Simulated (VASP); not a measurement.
The system is V.

```xyz
8
Lattice="4.8003 0.0000 0.0000 0.0000 4.8003 0.0000 0.0000 0.0000 4.8003" Properties=species:S:1:pos:R:3 pbc="T T T"
V     0.0000    0.0000    0.0000
V     2.4002    2.4002    2.4002
V     1.2001    0.0000    2.4002
V     3.6002    0.0000    2.4002
V     2.4002    1.2001    0.0000
V     2.4002    3.6002    0.0000
V     0.0000    2.4002    1.2001
V     0.0000    2.4002    3.6002
```

The cell was built by a generator and needn't be a form met in nature.

- Program: VASP 6.6.1
- Task: relaxation of cell and atoms
- Functional: RPBE
- Potentials or basis: VASP PAW PBE potentials, release 64 (V_sv)
- Cutoff: 600 eV
- k mesh: 5 × 5 × 5
- Occupations: fermi-dirac, width 0.1 eV
- Spin: no spin polarisation

At the start: pressure 2.9 GPa; volume 13.83 Å³/atom.

**Question.** Where does the relaxation end?

**Answer.** Over 3 steps the energy falls by 2.1 meV/atom and the volume is 14.06 Å³/atom (+1.7 %); space group Pm-3n (No. 223, to 0.05 Å).

The path:
```
step  energy change (eV)  largest force (eV/Å)  pressure (GPa)  volume (Å³)
   1              0.0000                0.0000            2.94       110.61
   2              0.0062                0.0000           -3.25       114.73
   3             -0.0169                0.0000           -0.01       112.49
```

Final structure:
```xyz
8
Lattice="4.8273 0.0000 0.0000 0.0000 4.8273 0.0000 0.0000 0.0000 4.8273" Properties=species:S:1:pos:R:3 pbc="T T T"
V     0.0000    0.0000    0.0000
V     2.4136    2.4136    2.4136
V     1.2068    0.0000    2.4136
V     3.6204    0.0000    2.4136
V     2.4136    1.2068    0.0000
V     2.4136    3.6204    0.0000
V     0.0000    2.4136    1.2068
V     0.0000    2.4136    3.6204
```

Caveat: the PAW data sets were made with another functional, which shifts forces and pressure a little.
